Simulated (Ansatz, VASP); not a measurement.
One calculation of SiO2, two programs

```
Si O
1.0
    -2.84626    2.84626    5.66054
     2.84626   -2.84626    5.66054
     2.84626    2.84626   -5.66054
Si O
4 8
Direct
  0.37500 0.98732 0.11232
  0.73732 0.12500 0.11232
  0.01268 0.62500 0.88768
  0.87500 0.26268 0.88768
  0.46920 0.96920 0.93839
  0.28080 0.71920 0.00000
  0.11668 0.11668 0.00000
  0.63332 0.13332 0.50000
  0.88332 0.88332 0.00000
  0.86668 0.36668 0.50000
  0.71920 0.28080 0.00000
  0.03080 0.53080 0.06161
```

Alike in both runs: functional PBE; k mesh 4 × 4 × 4; occupations gaussian, width 0.1 eV; no spin polarisation.

Ansatz relaxed the structure, and its values are those at the end. VASP's run is a single point on that final structure, the one shown.

```csv
,VASP,Ansatz
version,VASP 6.6.1,Ansatz 0.2.0
potentials or method,"VASP PAW PBE potentials, release 64 (Si, O)","scalar-relativistic, plane waves, PAW"
plane-wave cutoff (eV),520,420
valence electrons in the cell,64,64
```

```tsv
	VASP	Ansatz	Ansatz less VASP
gap on the k mesh at the Fermi level (eV)	4.84	4.83	-0.002
least direct gap on the mesh (eV)	4.84	4.83	-0.002
pressure (GPa)	-0.2	-0.3	-0.13
rms of the force components (eV/Å)	0.008	0.008	-0.0006
```

PBE gaps usually lie below the measured ones, often by a third to a half.
